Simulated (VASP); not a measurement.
CdS (distorted rocksalt): a PBEsol single-point calculation in VASP

INCAR

```
LWAVE = .FALSE.
EDIFF = 1E-7
ISIF = 2
ENCUT = 520
PREC = Accurate
NBANDS = 16
LASPH = .TRUE.
IBRION = -1
ISMEAR = -1
LREAL = .FALSE.
LCHARG = .FALSE.
SIGMA = 0.02
NELM = 120
GGA = PS
NSW = 0
```

KPOINTS

```
KPOINTS created by Atomic Simulation Environment
0
Gamma
8 8 8
0 0 0
```

POSCAR

```
Cd S
 1.0000000000000000
    -0.0666000000000000    2.7467000000000001    2.7869000000000002
     2.6150000000000002    0.0086000000000000    2.7117000000000000
     2.6215000000000002    2.6779000000000002    0.0022000000000000
 Cd  S
   1   1
Cartesian
  0.0246801700000000  2.7389235700000003  2.8264807900000006
  2.5728294500000004  2.7528668300000003  2.8760732899999999
```

VASP ran with the recommended PBE PAW datasets (18 valence electrons in the cell).

From OUTCAR

```
k-points           NKPTS =    260   k-points in BZ     NKDIM =    260   number of bands    NBANDS=     16

   NELECT =      18.0000    total number of electrons

   dimension x,y,z NGX =    30 NGY =   28 NGZ =   28
   dimension x,y,z NGXF=    60 NGYF=   56 NGZF=   56

  energy-cutoff  :      520.00
  volume of cell :       39.45
      direct lattice vectors                 reciprocal lattice vectors
    -0.066600000  2.746700000  2.786900000    -0.184089006  0.180066482  0.176953269
     2.615000000  0.008600000  2.711700000     0.189041408 -0.185213631  0.187059614
     2.621500000  2.677900000  0.002200000     0.188211478  0.189329038 -0.182100249

 k-points in reciprocal lattice and weights: KPOINTS created by Atomic Simulation Env
   0.00000000  0.00000000  0.00000000       0.002
   0.12500000  0.00000000  0.00000000       0.004
   0.25000000  0.00000000  0.00000000       0.004
   0.37500000  0.00000000  0.00000000       0.004
   0.50000000  0.00000000  0.00000000       0.002
  -0.00000000  0.12500000 -0.00000000       0.004
   0.12500000  0.12500000  0.00000000       0.004
   0.25000000  0.12500000  0.00000000       0.004
   ...

 E-fermi :   3.3182

 k-point     1 :       0.0000    0.0000    0.0000
  band No.  band energies     occupation
      1      -9.9301      2.00000
      2      -4.5608      2.00000
      3      -4.5474      2.00000
      4      -4.5410      2.00000
      5      -4.4908      2.00000
      6      -4.4705      2.00000
      7       2.1539      2.00000
      8       2.4279      2.00000
      9       2.5519      2.00000
     10       4.1333      0.00000
     11      11.8260      0.00000
     12      12.4359      0.00000
     13      12.5683      0.00000
     14      14.1891      0.00000
     15      14.3694      0.00000
     16      14.7659      0.00000

 k-point     2 :       0.1250    0.0000    0.0000
  band No.  band energies     occupation
      1      -9.7941      2.00000
      2      -4.6056      2.00000
      3      -4.5850      2.00000
      4      -4.5607      2.00000
      5      -4.4662      2.00000
      6      -4.4475      2.00000
      7       1.0127      2.00000
      8       2.5393      2.00000
      9       2.6359      2.00000
     10       5.2924      0.00000
     11      10.7953      0.00000
     12      11.9768      0.00000
     13      12.3075      0.00000
     14      13.5683      0.00000
     15      13.7406      0.00000
     16      14.6586      0.00000

 k-point     3 :       0.2500    0.0000    0.0000
  band No.  band energies     occupation
      1      -9.4278      2.00000
      2      -4.7242      2.00000
      3      -4.6874      2.00000
      4      -4.6184      2.00000
      5      -4.3922      2.00000
      6      -4.3861      2.00000
      7      -0.5315      2.00000
      8       2.8484      2.00000
      9       2.8567      2.00000
     10       6.6212      0.00000
     11       9.7945      0.00000
     12      10.6021      0.00000
     13      11.0241      0.00000
     14      14.0405      0.00000
     15      14.1651      0.00000
     16      14.4567      0.00000

 k-point     4 :       0.3750    0.0000    0.0000
  band No.  band energies     occupation
      1      -8.9844      2.00000
      2      -4.8408      2.00000
      3      -4.7887      2.00000
      4      -4.7355      2.00000
      5      -4.3219      2.00000
      6      -4.3138      2.00000
      7      -1.6471      2.00000
      8       3.0921      1.99998
      9       3.1931      1.99616
     10       6.8678      0.00000
     11       9.4947      0.00000
     12       9.7822      0.00000
     13      10.0877      0.00000
     14      14.7297      0.00000
     15      15.2248      0.00000
     16      15.4082      0.00000

 k-point     5 :       0.5000    0.0000    0.0000
  band No.  band energies     occupation
      1      -8.7657      2.00000
      2      -4.8941      2.00000
      3      -4.8371      2.00000
      4      -4.8078      2.00000
      5      -4.2947      2.00000
      6      -4.2807      2.00000
      7      -2.0470      2.00000
      8       3.1986      1.99496
      9       3.3487      0.35741
     10       6.7461      0.00000
     11       9.1116      0.00000
     12       9.4208      0.00000
     13      10.2810      0.00000
     14      15.4688      0.00000
     15      15.9438      0.00000
     16      16.2575      0.00000

 k-point     6 :      -0.0000    0.1250   -0.0000
  band No.  band energies     occupation
      1      -9.7823      2.00000
      2      -4.6131      2.00000
      3      -4.5752      2.00000
      4      -4.5201      2.00000
      5      -4.4975      2.00000
      6      -4.4599      2.00000
      7       1.2249      2.00000
      8       2.3790      2.00000
      9       2.5334      2.00000
     10       5.2889      0.00000
     11      11.1120      0.00000
     12      11.6561      0.00000
     13      12.2881      0.00000
     14      13.2000      0.00000
     15      13.6674      0.00000
     16      14.3256      0.00000

 k-point     7 :       0.1250    0.1250    0.0000
  band No.  band energies     occupation
      1      -9.7591      2.00000
      2      -4.6233      2.00000
      3      -4.5693      2.00000
      4      -4.5275      2.00000
      5      -4.4767      2.00000
      6      -4.4432      2.00000
      7       1.4547      2.00000
      8       2.0416      2.00000
      9       2.2683      2.00000
     10       5.6331      0.00000
     11      10.8578      0.00000
     12      11.1351      0.00000
     13      12.1664      0.00000
     14      12.3722      0.00000
     15      15.6411      0.00000
     16      15.7399      0.00000

 k-point     8 :       0.2500    0.1250    0.0000
  band No.  band energies     occupation
      1      -9.5006      2.00000
      2      -4.6887      2.00000
      3      -4.6101      2.00000
      4      -4.5849      2.00000
      5      -4.4161      2.00000
      6      -4.3762      2.00000
      7       0.0957      2.00000
      8       2.2214      2.00000
      9       2.4154      2.00000
     10       6.7269      0.00000
     11       9.3830      0.00000
     12      10.4143      0.00000
     13      11.9597      0.00000
     14      12.8890      0.00000
     15      15.3625      0.00000
     16      15.9938      0.00000

 k-point     9 :       0.3750    0.1250   -0.0000
  band No.  band energies     occupation
      1      -9.1086      2.00000
      2      -4.7419      2.00000
      3      -4.7129      2.00000
      4      -4.6518      2.00000
      5      -4.3380      2.00000
      6      -4.3090      2.00000
      7      -1.1876      2.00000
      8       2.4818      2.00000
      9       2.5452      2.00000
     10       7.2901      0.00000
     11       8.4713      0.00000
     12      10.4884      0.00000
     13      11.0151      0.00000
     14      13.9016      0.00000
     15      15.8752      0.00000
     16      16.0300      0.00000

 k-point    10 :       0.5000    0.1250    0.0000
  band No.  band energies     occupation
      1      -8.8031      2.00000
      2      -4.8260      2.00000
      3      -4.7673      2.00000
      4      -4.7073      2.00000
      5      -4.2863      2.00000
      6      -4.2711      2.00000
      7      -1.8773      2.00000
      8       2.3598      2.00000
      9       2.9063      2.00000
     10       7.4054      0.00000
     11       8.2029      0.00000
     12      10.0741      0.00000
     13      11.0290      0.00000
     14      14.9617      0.00000
     15      16.1396      0.00000
     16      16.8792      0.00000

 k-point    11 :      -0.3750    0.1250   -0.0000
  band No.  band energies     occupation
      1      -8.8344      2.00000
      2      -4.8709      2.00000
      3      -4.8086      2.00000
      4      -4.6568      2.00000
      5      -4.3154      2.00000
      6      -4.2610      2.00000
      7      -1.7400      2.00000
      8       2.0815      2.00000
      9       3.2513      1.93175
     10       7.5853      0.00000
     11       8.5124      0.00000
     12       9.7551      0.00000
     13      10.7069      0.00000
     14      14.8980      0.00000
     15      15.5690      0.00000
     16      17.0173      0.00000

 k-point    12 :      -0.2500    0.1250   -0.0000
  band No.  band energies     occupation
      1      -9.1767      2.00000
      2      -4.8133      2.00000
      3      -4.7529      2.00000
      4      -4.5955      2.00000
      5      -4.3795      2.00000
      6      -4.3159      2.00000
      7      -0.8979      2.00000
      8       1.9257      2.00000
      9       3.2715      1.82369
     10       7.5518      0.00000
     11       9.1935      0.00000
     12      10.1353      0.00000
     13      10.2728      0.00000
     14      13.6649      0.00000
     15      15.4821      0.00000
     16      16.0567      0.00000

 ...

  Total        0.8453201      0.0586110     -0.1052991      0.2209841     -0.2377848      0.2701244
  in kB       34.3340270      2.3805795     -4.2768898      8.9756214     -9.6580087     10.9715351
  external PRESSURE =      10.8125723 kB  Pullay stress =       0.0000000 kB

 POSITION                                       TOTAL-FORCE (eV/Angst)
 -----------------------------------------------------------------------------------
      0.02468      2.73892      2.82648        -0.353191      0.084061      0.094799
      2.57283      2.75287      2.87607         0.353191     -0.084061     -0.094799
 -----------------------------------------------------------------------------------
    total drift:                                0.000058      0.000091      0.000017

  FREE ENERGIE OF THE ION-ELECTRON SYSTEM (eV)
  ---------------------------------------------------
  free  energy   TOTEN  =        -6.6072485916 eV

  energy  without entropy=       -6.6070552564  energy(sigma->0) =       -6.60715192
```

```yaml
gap_between_bands_v_and_c_on_the_k_mesh: -0.10 eV (bands overlap: a metal)
least_direct_gap_on_the_k_mesh: 1.58 eV
pressure: 1.1 GPa
largest_force: 0.38 eV/Å
```

Band v is the last that the valence electrons fill when counted band by band, and c is the next.
